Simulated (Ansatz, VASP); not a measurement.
# InAs in two plane-wave programs, part 2 of 3

Aim: how closely do two programs agree when they are given the same cell, functional and k mesh? The cell is taken from a series of runs on this material, whose earlier steps may have relaxed, scaled, displaced or heated it; both programs get it as it stands.

VASP 6.6.1 and Ansatz 0.2.0.

So far: Set-up; Ansatz: zone-centre phonons, LDA.

## (3) VASP: zone-centre phonons, LDA

Level of this step: LDA; plane waves and PAW (As, In_d) (VASP).

The same cell, functional (in two slightly different forms), mesh and smearing now go to VASP, with its own data sets.

Lines of VASP's logs that name or quote its potential files are left out, and so is its time.

Contents of INCAR:

```
SYSTEM = InAs
PREC = Accurate
ENCUT = 500
EDIFF = 1E-08
NELM = 120
ISMEAR = 0
SIGMA = 0.015
LREAL = .FALSE.
ALGO = Normal
GGA = CA
NBANDS = 15
LORBIT = 11
LWAVE = .FALSE.
LCHARG = .FALSE.
ISIF = 2
ISYM = 2
IBRION = 8
LASPH = .TRUE.
GGA_COMPAT = .FALSE.
EFERMI = MIDGAP
KPAR = 2
```

Contents of POSCAR:

```
InAs
1.0
    0.0302421251      3.0428028973      2.9784939145
    3.0428028973      0.0302421251      2.9784939145
    3.0730450224      3.0730450224      0.0000000000
As In
1 1
Direct
    0.7516852288      0.7516852288      0.7482830852
    0.9983147712      0.9983147712      0.0017169148
```

Contents of KPOINTS:

```
Points of the shifted mesh
1728
Reciprocal
 0.0416666667  0.0416666667  0.0416666667 1
 0.0416666667  0.0416666667  0.1250000000 1
 0.0416666667  0.0416666667  0.2083333333 1
 0.0416666667  0.0416666667  0.2916666667 1
 0.0416666667  0.0416666667  0.3750000000 1
 0.0416666667  0.0416666667  0.4583333333 1
 0.0416666667  0.0416666667  0.5416666667 1
 0.0416666667  0.0416666667  0.6250000000 1
 0.0416666667  0.0416666667  0.7083333333 1
 0.0416666667  0.0416666667  0.7916666667 1
 0.0416666667  0.0416666667  0.8750000000 1
 0.0416666667  0.0416666667  0.9583333333 1
 0.0416666667  0.1250000000  0.0416666667 1
 0.0416666667  0.1250000000  0.1250000000 1
 0.0416666667  0.1250000000  0.2083333333 1
 0.0416666667  0.1250000000  0.2916666667 1
 0.0416666667  0.1250000000  0.3750000000 1
 0.0416666667  0.1250000000  0.4583333333 1
 0.0416666667  0.1250000000  0.5416666667 1
 0.0416666667  0.1250000000  0.6250000000 1
 0.0416666667  0.1250000000  0.7083333333 1
 0.0416666667  0.1250000000  0.7916666667 1
 0.0416666667  0.1250000000  0.8750000000 1
 0.0416666667  0.1250000000  0.9583333333 1
 0.0416666667  0.2083333333  0.0416666667 1
 0.0416666667  0.2083333333  0.1250000000 1
 0.0416666667  0.2083333333  0.2083333333 1
 0.0416666667  0.2083333333  0.2916666667 1
 0.0416666667  0.2083333333  0.3750000000 1
 0.0416666667  0.2083333333  0.4583333333 1
 0.0416666667  0.2083333333  0.5416666667 1
 0.0416666667  0.2083333333  0.6250000000 1
 0.0416666667  0.2083333333  0.7083333333 1
 0.0416666667  0.2083333333  0.7916666667 1
 0.0416666667  0.2083333333  0.8750000000 1
 0.0416666667  0.2083333333  0.9583333333 1
 0.0416666667  0.2916666667  0.0416666667 1
 0.0416666667  0.2916666667  0.1250000000 1
 0.0416666667  0.2916666667  0.2083333333 1
 0.0416666667  0.2916666667  0.2916666667 1
 0.0416666667  0.2916666667  0.3750000000 1
 0.0416666667  0.2916666667  0.4583333333 1
 0.0416666667  0.2916666667  0.5416666667 1
 0.0416666667  0.2916666667  0.6250000000 1
 0.0416666667  0.2916666667  0.7083333333 1
 0.0416666667  0.2916666667  0.7916666667 1
 0.0416666667  0.2916666667  0.8750000000 1
 0.0416666667  0.2916666667  0.9583333333 1
 0.0416666667  0.3750000000  0.0416666667 1
 0.0416666667  0.3750000000  0.1250000000 1
 0.0416666667  0.3750000000  0.2083333333 1
 0.0416666667  0.3750000000  0.2916666667 1
 0.0416666667  0.3750000000  0.3750000000 1
 0.0416666667  0.3750000000  0.4583333333 1
 0.0416666667  0.3750000000  0.5416666667 1
 0.0416666667  0.3750000000  0.6250000000 1
 0.0416666667  0.3750000000  0.7083333333 1
 0.0416666667  0.3750000000  0.7916666667 1
 0.0416666667  0.3750000000  0.8750000000 1
 0.0416666667  0.3750000000  0.9583333333 1
 0.0416666667  0.4583333333  0.0416666667 1
 0.0416666667  0.4583333333  0.1250000000 1
 0.0416666667  0.4583333333  0.2083333333 1
 0.0416666667  0.4583333333  0.2916666667 1
 0.0416666667  0.4583333333  0.3750000000 1
 0.0416666667  0.4583333333  0.4583333333 1
 0.0416666667  0.4583333333  0.5416666667 1
 0.0416666667  0.4583333333  0.6250000000 1
 0.0416666667  0.4583333333  0.7083333333 1
 0.0416666667  0.4583333333  0.7916666667 1
 0.0416666667  0.4583333333  0.8750000000 1
 0.0416666667  0.4583333333  0.9583333333 1
 0.0416666667  0.5416666667  0.0416666667 1
 0.0416666667  0.5416666667  0.1250000000 1
 0.0416666667  0.5416666667  0.2083333333 1
 0.0416666667  0.5416666667  0.2916666667 1
 0.0416666667  0.5416666667  0.3750000000 1
 0.0416666667  0.5416666667  0.4583333333 1
 0.0416666667  0.5416666667  0.5416666667 1
 0.0416666667  0.5416666667  0.6250000000 1
 0.0416666667  0.5416666667  0.7083333333 1
 0.0416666667  0.5416666667  0.7916666667 1
 0.0416666667  0.5416666667  0.8750000000 1
 0.0416666667  0.5416666667  0.9583333333 1
 0.0416666667  0.6250000000  0.0416666667 1
 0.0416666667  0.6250000000  0.1250000000 1
 0.0416666667  0.6250000000  0.2083333333 1
 0.0416666667  0.6250000000  0.2916666667 1
 0.0416666667  0.6250000000  0.3750000000 1
 0.0416666667  0.6250000000  0.4583333333 1
 0.0416666667  0.6250000000  0.5416666667 1
 0.0416666667  0.6250000000  0.6250000000 1
 0.0416666667  0.6250000000  0.7083333333 1
 0.0416666667  0.6250000000  0.7916666667 1
 0.0416666667  0.6250000000  0.8750000000 1
 0.0416666667  0.6250000000  0.9583333333 1
 0.0416666667  0.7083333333  0.0416666667 1
 0.0416666667  0.7083333333  0.1250000000 1
 0.0416666667  0.7083333333  0.2083333333 1
 0.0416666667  0.7083333333  0.2916666667 1
 0.0416666667  0.7083333333  0.3750000000 1
 0.0416666667  0.7083333333  0.4583333333 1
 0.0416666667  0.7083333333  0.5416666667 1
 0.0416666667  0.7083333333  0.6250000000 1
 0.0416666667  0.7083333333  0.7083333333 1
 0.0416666667  0.7083333333  0.7916666667 1
 0.0416666667  0.7083333333  0.8750000000 1
 0.0416666667  0.7083333333  0.9583333333 1
 0.0416666667  0.7916666667  0.0416666667 1
 0.0416666667  0.7916666667  0.1250000000 1
 0.0416666667  0.7916666667  0.2083333333 1
 0.0416666667  0.7916666667  0.2916666667 1
[... 1390 lines left out ...]
 0.8750000000  0.4583333333  0.1250000000 1
 0.8750000000  0.4583333333  0.2083333333 1
 0.8750000000  0.4583333333  0.2916666667 1
 0.8750000000  0.4583333333  0.3750000000 1
 0.8750000000  0.4583333333  0.4583333333 1
 0.8750000000  0.4583333333  0.5416666667 1
 0.8750000000  0.4583333333  0.6250000000 1
 0.8750000000  0.4583333333  0.7083333333 1
 0.8750000000  0.4583333333  0.7916666667 1
 0.8750000000  0.4583333333  0.8750000000 1
 0.8750000000  0.4583333333  0.9583333333 1
 0.8750000000  0.5416666667  0.0416666667 1
 0.8750000000  0.5416666667  0.1250000000 1
 0.8750000000  0.5416666667  0.2083333333 1
 0.8750000000  0.5416666667  0.2916666667 1
 0.8750000000  0.5416666667  0.3750000000 1
 0.8750000000  0.5416666667  0.4583333333 1
 0.8750000000  0.5416666667  0.5416666667 1
 0.8750000000  0.5416666667  0.6250000000 1
 0.8750000000  0.5416666667  0.7083333333 1
 0.8750000000  0.5416666667  0.7916666667 1
 0.8750000000  0.5416666667  0.8750000000 1
 0.8750000000  0.5416666667  0.9583333333 1
 0.8750000000  0.6250000000  0.0416666667 1
 0.8750000000  0.6250000000  0.1250000000 1
 0.8750000000  0.6250000000  0.2083333333 1
 0.8750000000  0.6250000000  0.2916666667 1
 0.8750000000  0.6250000000  0.3750000000 1
 0.8750000000  0.6250000000  0.4583333333 1
 0.8750000000  0.6250000000  0.5416666667 1
 0.8750000000  0.6250000000  0.6250000000 1
 0.8750000000  0.6250000000  0.7083333333 1
 0.8750000000  0.6250000000  0.7916666667 1
 0.8750000000  0.6250000000  0.8750000000 1
 0.8750000000  0.6250000000  0.9583333333 1
 0.8750000000  0.7083333333  0.0416666667 1
 0.8750000000  0.7083333333  0.1250000000 1
 0.8750000000  0.7083333333  0.2083333333 1
 0.8750000000  0.7083333333  0.2916666667 1
 0.8750000000  0.7083333333  0.3750000000 1
 0.8750000000  0.7083333333  0.4583333333 1
 0.8750000000  0.7083333333  0.5416666667 1
 0.8750000000  0.7083333333  0.6250000000 1
 0.8750000000  0.7083333333  0.7083333333 1
 0.8750000000  0.7083333333  0.7916666667 1
 0.8750000000  0.7083333333  0.8750000000 1
 0.8750000000  0.7083333333  0.9583333333 1
 0.8750000000  0.7916666667  0.0416666667 1
 0.8750000000  0.7916666667  0.1250000000 1
 0.8750000000  0.7916666667  0.2083333333 1
 0.8750000000  0.7916666667  0.2916666667 1
 0.8750000000  0.7916666667  0.3750000000 1
 0.8750000000  0.7916666667  0.4583333333 1
 0.8750000000  0.7916666667  0.5416666667 1
 0.8750000000  0.7916666667  0.6250000000 1
 0.8750000000  0.7916666667  0.7083333333 1
 0.8750000000  0.7916666667  0.7916666667 1
 0.8750000000  0.7916666667  0.8750000000 1
 0.8750000000  0.7916666667  0.9583333333 1
 0.8750000000  0.8750000000  0.0416666667 1
 0.8750000000  0.8750000000  0.1250000000 1
 0.8750000000  0.8750000000  0.2083333333 1
 0.8750000000  0.8750000000  0.2916666667 1
 0.8750000000  0.8750000000  0.3750000000 1
 0.8750000000  0.8750000000  0.4583333333 1
 0.8750000000  0.8750000000  0.5416666667 1
 0.8750000000  0.8750000000  0.6250000000 1
 0.8750000000  0.8750000000  0.7083333333 1
 0.8750000000  0.8750000000  0.7916666667 1
 0.8750000000  0.8750000000  0.8750000000 1
 0.8750000000  0.8750000000  0.9583333333 1
 0.8750000000  0.9583333333  0.0416666667 1
 0.8750000000  0.9583333333  0.1250000000 1
 0.8750000000  0.9583333333  0.2083333333 1
 0.8750000000  0.9583333333  0.2916666667 1
 0.8750000000  0.9583333333  0.3750000000 1
 0.8750000000  0.9583333333  0.4583333333 1
 0.8750000000  0.9583333333  0.5416666667 1
 0.8750000000  0.9583333333  0.6250000000 1
 0.8750000000  0.9583333333  0.7083333333 1
 0.8750000000  0.9583333333  0.7916666667 1
 0.8750000000  0.9583333333  0.8750000000 1
 0.8750000000  0.9583333333  0.9583333333 1
 0.9583333333  0.0416666667  0.0416666667 1
 0.9583333333  0.0416666667  0.1250000000 1
 0.9583333333  0.0416666667  0.2083333333 1
 0.9583333333  0.0416666667  0.2916666667 1
 0.9583333333  0.0416666667  0.3750000000 1
 0.9583333333  0.0416666667  0.4583333333 1
 0.9583333333  0.0416666667  0.5416666667 1
 0.9583333333  0.0416666667  0.6250000000 1
 0.9583333333  0.0416666667  0.7083333333 1
 0.9583333333  0.0416666667  0.7916666667 1
 0.9583333333  0.0416666667  0.8750000000 1
 0.9583333333  0.0416666667  0.9583333333 1
 0.9583333333  0.1250000000  0.0416666667 1
 0.9583333333  0.1250000000  0.1250000000 1
 0.9583333333  0.1250000000  0.2083333333 1
 0.9583333333  0.1250000000  0.2916666667 1
 0.9583333333  0.1250000000  0.3750000000 1
 0.9583333333  0.1250000000  0.4583333333 1
 0.9583333333  0.1250000000  0.5416666667 1
 0.9583333333  0.1250000000  0.6250000000 1
 0.9583333333  0.1250000000  0.7083333333 1
 0.9583333333  0.1250000000  0.7916666667 1
 0.9583333333  0.1250000000  0.8750000000 1
 0.9583333333  0.1250000000  0.9583333333 1
 0.9583333333  0.2083333333  0.0416666667 1
 0.9583333333  0.2083333333  0.1250000000 1
 0.9583333333  0.2083333333  0.2083333333 1
 0.9583333333  0.2083333333  0.2916666667 1
 0.9583333333  0.2083333333  0.3750000000 1
 0.9583333333  0.2083333333  0.4583333333 1
 0.9583333333  0.2083333333  0.5416666667 1
 0.9583333333  0.2083333333  0.6250000000 1
 0.9583333333  0.2083333333  0.7083333333 1
 0.9583333333  0.2083333333  0.7916666667 1
 0.9583333333  0.2083333333  0.8750000000 1
 0.9583333333  0.2083333333  0.9583333333 1
 0.9583333333  0.2916666667  0.0416666667 1
 0.9583333333  0.2916666667  0.1250000000 1
 0.9583333333  0.2916666667  0.2083333333 1
 0.9583333333  0.2916666667  0.2916666667 1
 0.9583333333  0.2916666667  0.3750000000 1
 0.9583333333  0.2916666667  0.4583333333 1
 0.9583333333  0.2916666667  0.5416666667 1
 0.9583333333  0.2916666667  0.6250000000 1
 0.9583333333  0.2916666667  0.7083333333 1
 0.9583333333  0.2916666667  0.7916666667 1
 0.9583333333  0.2916666667  0.8750000000 1
 0.9583333333  0.2916666667  0.9583333333 1
 0.9583333333  0.3750000000  0.0416666667 1
 0.9583333333  0.3750000000  0.1250000000 1
 0.9583333333  0.3750000000  0.2083333333 1
 0.9583333333  0.3750000000  0.2916666667 1
 0.9583333333  0.3750000000  0.3750000000 1
 0.9583333333  0.3750000000  0.4583333333 1
 0.9583333333  0.3750000000  0.5416666667 1
 0.9583333333  0.3750000000  0.6250000000 1
 0.9583333333  0.3750000000  0.7083333333 1
 0.9583333333  0.3750000000  0.7916666667 1
 0.9583333333  0.3750000000  0.8750000000 1
 0.9583333333  0.3750000000  0.9583333333 1
 0.9583333333  0.4583333333  0.0416666667 1
 0.9583333333  0.4583333333  0.1250000000 1
 0.9583333333  0.4583333333  0.2083333333 1
 0.9583333333  0.4583333333  0.2916666667 1
 0.9583333333  0.4583333333  0.3750000000 1
 0.9583333333  0.4583333333  0.4583333333 1
 0.9583333333  0.4583333333  0.5416666667 1
 0.9583333333  0.4583333333  0.6250000000 1
 0.9583333333  0.4583333333  0.7083333333 1
 0.9583333333  0.4583333333  0.7916666667 1
 0.9583333333  0.4583333333  0.8750000000 1
 0.9583333333  0.4583333333  0.9583333333 1
 0.9583333333  0.5416666667  0.0416666667 1
 0.9583333333  0.5416666667  0.1250000000 1
 0.9583333333  0.5416666667  0.2083333333 1
 0.9583333333  0.5416666667  0.2916666667 1
 0.9583333333  0.5416666667  0.3750000000 1
 0.9583333333  0.5416666667  0.4583333333 1
 0.9583333333  0.5416666667  0.5416666667 1
 0.9583333333  0.5416666667  0.6250000000 1
 0.9583333333  0.5416666667  0.7083333333 1
 0.9583333333  0.5416666667  0.7916666667 1
 0.9583333333  0.5416666667  0.8750000000 1
 0.9583333333  0.5416666667  0.9583333333 1
 0.9583333333  0.6250000000  0.0416666667 1
 0.9583333333  0.6250000000  0.1250000000 1
 0.9583333333  0.6250000000  0.2083333333 1
 0.9583333333  0.6250000000  0.2916666667 1
 0.9583333333  0.6250000000  0.3750000000 1
 0.9583333333  0.6250000000  0.4583333333 1
 0.9583333333  0.6250000000  0.5416666667 1
 0.9583333333  0.6250000000  0.6250000000 1
 0.9583333333  0.6250000000  0.7083333333 1
 0.9583333333  0.6250000000  0.7916666667 1
 0.9583333333  0.6250000000  0.8750000000 1
 0.9583333333  0.6250000000  0.9583333333 1
 0.9583333333  0.7083333333  0.0416666667 1
 0.9583333333  0.7083333333  0.1250000000 1
 0.9583333333  0.7083333333  0.2083333333 1
 0.9583333333  0.7083333333  0.2916666667 1
 0.9583333333  0.7083333333  0.3750000000 1
 0.9583333333  0.7083333333  0.4583333333 1
 0.9583333333  0.7083333333  0.5416666667 1
 0.9583333333  0.7083333333  0.6250000000 1
 0.9583333333  0.7083333333  0.7083333333 1
 0.9583333333  0.7083333333  0.7916666667 1
 0.9583333333  0.7083333333  0.8750000000 1
 0.9583333333  0.7083333333  0.9583333333 1
 0.9583333333  0.7916666667  0.0416666667 1
 0.9583333333  0.7916666667  0.1250000000 1
 0.9583333333  0.7916666667  0.2083333333 1
 0.9583333333  0.7916666667  0.2916666667 1
 0.9583333333  0.7916666667  0.3750000000 1
 0.9583333333  0.7916666667  0.4583333333 1
 0.9583333333  0.7916666667  0.5416666667 1
 0.9583333333  0.7916666667  0.6250000000 1
 0.9583333333  0.7916666667  0.7083333333 1
 0.9583333333  0.7916666667  0.7916666667 1
 0.9583333333  0.7916666667  0.8750000000 1
 0.9583333333  0.7916666667  0.9583333333 1
 0.9583333333  0.8750000000  0.0416666667 1
 0.9583333333  0.8750000000  0.1250000000 1
 0.9583333333  0.8750000000  0.2083333333 1
 0.9583333333  0.8750000000  0.2916666667 1
 0.9583333333  0.8750000000  0.3750000000 1
 0.9583333333  0.8750000000  0.4583333333 1
 0.9583333333  0.8750000000  0.5416666667 1
 0.9583333333  0.8750000000  0.6250000000 1
 0.9583333333  0.8750000000  0.7083333333 1
 0.9583333333  0.8750000000  0.7916666667 1
 0.9583333333  0.8750000000  0.8750000000 1
 0.9583333333  0.8750000000  0.9583333333 1
 0.9583333333  0.9583333333  0.0416666667 1
 0.9583333333  0.9583333333  0.1250000000 1
 0.9583333333  0.9583333333  0.2083333333 1
 0.9583333333  0.9583333333  0.2916666667 1
 0.9583333333  0.9583333333  0.3750000000 1
 0.9583333333  0.9583333333  0.4583333333 1
 0.9583333333  0.9583333333  0.5416666667 1
 0.9583333333  0.9583333333  0.6250000000 1
 0.9583333333  0.9583333333  0.7083333333 1
 0.9583333333  0.9583333333  0.7916666667 1
 0.9583333333  0.9583333333  0.8750000000 1
 0.9583333333  0.9583333333  0.9583333333 1
```

PAW data sets: As and In_d (LDA family, release 64).

On the command line:

```sh
> mpirun -np 2 vasp_std
```

What it wrote:

```text
[banner, memory and clock lines left out]
running    2 mpi-ranks, on    1 nodes
[...]
LDA part: xc-table for (Slater(with rela. corr.)+CA(PZ))
 , standard interpolation
 POSCAR, INCAR and KPOINTS ok, starting setup
[...]
entering main loop
       N       E                     dE             d eps       ncg     rms          rms(c)
DAV:   1     0.111996018201E+03    0.11200E+03   -0.82085E+03 52114   0.126E+03
DAV:   2    -0.140923230551E+01   -0.11341E+03   -0.10910E+03 55760   0.301E+02
DAV:   3    -0.913089867461E+01   -0.77217E+01   -0.76765E+01 66666   0.798E+01
DAV:   4    -0.933094493632E+01   -0.20005E+00   -0.19998E+00 62824   0.144E+01
[...]
DAV:  12    -0.902558531244E+01    0.25495E-05   -0.51897E-06 78677   0.312E-02    0.702E-03
DAV:  13    -0.902558535914E+01   -0.46698E-07   -0.71180E-07 65763   0.496E-03    0.168E-03
DAV:  14    -0.902558535601E+01    0.31264E-08   -0.25147E-08 66563   0.223E-03
   1 F= -.90255854E+01 E0= -.90255854E+01  d E =-.194914E-53
 Linear response reoptimize wavefunctions to high precision
DAV:   1    -0.902558535621E+01   -0.19850E-09   -0.37313E-09 55590   0.107E-03
DAV:   2    -0.902558535630E+01   -0.87994E-10   -0.89422E-10 37304   0.228E-04
 Linear response DOF=           4
 Linear response progress:
  Degree of freedom:   1/  4
       N       E                     dE             d eps       ncg     rms          rms(c)
RMM:   1    -0.476379700544E-01   -0.47638E-01    0.64087E-02109095   0.156E+00
RMM:   2    -0.452936471524E-01    0.23443E-02    0.16655E-03 81059   0.581E-01    0.110E-01
RMM:   3    -0.459934014009E-01   -0.69975E-03   -0.19918E-03 95505   0.248E-01    0.469E-02
RMM:   4    -0.461570533896E-01   -0.16365E-03   -0.15734E-04 97537   0.834E-02    0.108E-02
[...]
RMM:  11    -0.461696991747E-01    0.67748E-08   -0.13223E-07112312   0.665E-05    0.241E-05
RMM:  12    -0.461697160971E-01   -0.16922E-07    0.31342E-08103969   0.246E-05    0.902E-06
RMM:  13    -0.461697132266E-01    0.28705E-08   -0.33275E-08108595   0.104E-05    0.203E-06
 first order change of Fermi-energy  -0.37364E+00
 force on displaced ion       1 direction 1 :  -7.644   0.121   0.000
 Linear response progress:
  Degree of freedom:   2/  4
       N       E                     dE             d eps       ncg     rms          rms(c)
RMM:   1    -0.474096556313E-01   -0.47410E-01    0.64283E-02109072   0.155E+00
RMM:   2    -0.452762818803E-01    0.21334E-02    0.13743E-03 81384   0.571E-01    0.107E-01
RMM:   3    -0.459272361098E-01   -0.65095E-03   -0.19370E-03 95373   0.242E-01    0.460E-02
RMM:   4    -0.460828979203E-01   -0.15566E-03   -0.15007E-04 97329   0.816E-02    0.107E-02
[...]
RMM:  11    -0.460969460601E-01    0.11823E-07   -0.11756E-07110065   0.576E-05    0.209E-05
RMM:  12    -0.460969577422E-01   -0.11682E-07    0.35498E-08105568   0.214E-05    0.773E-06
RMM:  13    -0.460969551722E-01    0.25700E-08   -0.37000E-08107896   0.992E-06    0.252E-06
 first order change of Fermi-energy   0.74947E+00
 force on displaced ion       1 direction 3 :   0.000   0.000  -7.533
 Linear response progress:
  Degree of freedom:   3/  4
       N       E                     dE             d eps       ncg     rms          rms(c)
RMM:   1    -0.235514112049E+00   -0.23551E+00   -0.91424E-02 70078   0.491E+00
RMM:   2    -0.237959627902E+00   -0.24455E-02   -0.13456E-02 88254   0.104E+00    0.790E-02
RMM:   3    -0.237915035344E+00    0.44593E-04   -0.15649E-03 95971   0.323E-01    0.388E-02
RMM:   4    -0.237725005070E+00    0.19003E-03   -0.14260E-04 97943   0.106E-01    0.201E-02
[...]
RMM:  12    -0.237690961356E+00    0.18421E-07    0.16171E-07107364   0.756E-05    0.114E-05
RMM:  13    -0.237691016183E+00   -0.54826E-07    0.69023E-08108679   0.423E-05    0.886E-06
RMM:  14    -0.237691013910E+00    0.22727E-08    0.38723E-08111721   0.247E-05    0.220E-05
 first order change of Fermi-energy   0.37364E+00
 force on displaced ion       2 direction 1 :  -7.619   0.116  -0.000
 Linear response progress:
  Degree of freedom:   4/  4
       N       E                     dE             d eps       ncg     rms          rms(c)
RMM:   1    -0.235381253316E+00   -0.23538E+00   -0.88507E-02 70128   0.493E+00
RMM:   2    -0.237851188049E+00   -0.24699E-02   -0.13169E-02 88113   0.104E+00    0.774E-02
RMM:   3    -0.237797077556E+00    0.54110E-04   -0.15299E-03 96126   0.320E-01    0.380E-02
RMM:   4    -0.237600380195E+00    0.19670E-03   -0.13490E-04 97804   0.103E-01    0.196E-02
[...]
RMM:  12    -0.237560079472E+00    0.40881E-07    0.40281E-08107597   0.684E-05    0.164E-05
RMM:  13    -0.237560153675E+00   -0.74203E-07    0.24949E-08102603   0.394E-05    0.153E-05
RMM:  14    -0.237560159574E+00   -0.58992E-08    0.12052E-08116461   0.228E-05    0.300E-05
 first order change of Fermi-energy  -0.74946E+00
 force on displaced ion       2 direction 3 :  -0.000  -0.000  -7.515
 Linear response finished
```

[end of part 2 of 3]

[Lines on the potential files, build, host, timing and source positions are cut from VASP's logs without a mark.]

[Logs are printed without paths, hosts, clocks, repeated set-up lines and the standing remarks that a program may print on its own settings, such as how far it seeks lower states.]

[Hosts, paths, dates, database ids (printed as entryN), source tags and the programs' standing remarks are cut or masked in the printed files.]
